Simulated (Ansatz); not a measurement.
Crystal: TiAl.

```xyz
2
Lattice="2.8673 0.0000 0.0000 -1.4336 2.4831 0.0000 0.0000 0.0000 4.6781" Properties=species:S:1:pos:R:3 pbc="T T T"
Ti    0.0000    0.0000    0.0000
Al    0.0000    1.6554    2.3390
```

The cell comes from a database or a generator and needn't be the stable form of this composition.

```yaml
Program: Ansatz 0.2.0
Task: relaxation of cell and atoms
Functional: PBEsol
Dispersion: D4
Potentials_or_basis: Ansatz PAW
Cutoff: "420 eV (not typed: the program's choice for these potentials)"
k_mesh: 11 × 11 × 6
Occupations: fermi-dirac, width 0.05 eV
Spin: no spin polarisation
```

At the start: volume 16.65 Å³/atom.

Task: How do energy, volume and symmetry change on relaxing?

Result: It ends after 5 steps and the volume is 16.01 Å³/atom (-3.9 %); space group P-6m2 (No. 187, to 0.05 Å).

Step by step:
| step | energy change (eV) | largest force (eV/Å) | volume (Å³) |
| --- | --- | --- | --- |
| 1 | 0.0000 | 0.0000 | 33.31 |
| 2 | -0.0072 | 0.0000 | 31.04 |
| 3 | -0.0192 | 0.0000 | 32.07 |
| 4 | -0.0193 | 0.0000 | 32.01 |
| 5 | -0.0190 | 0.0000 | 32.01 |

Final structure:
```
CELL_PARAMETERS angstrom
2.83606 0.00000 0.00000
-1.41803 2.45610 0.00000
0.00000 0.00000 4.59574
ATOMIC_POSITIONS crystal
Ti 0.00000 0.00000 0.00000
Al 0.33333 0.66667 0.50000
```

Caveat: the plane-wave basis is chosen anew once the cell has moved, so the energies of steps on either side of that aren't comparable; pairwise dispersion overbinds metals, which lowers pressure and volume; the PAW data sets come from PBE, with cores solved anew for the run's functional, which leaves a small shift of forces and pressure.
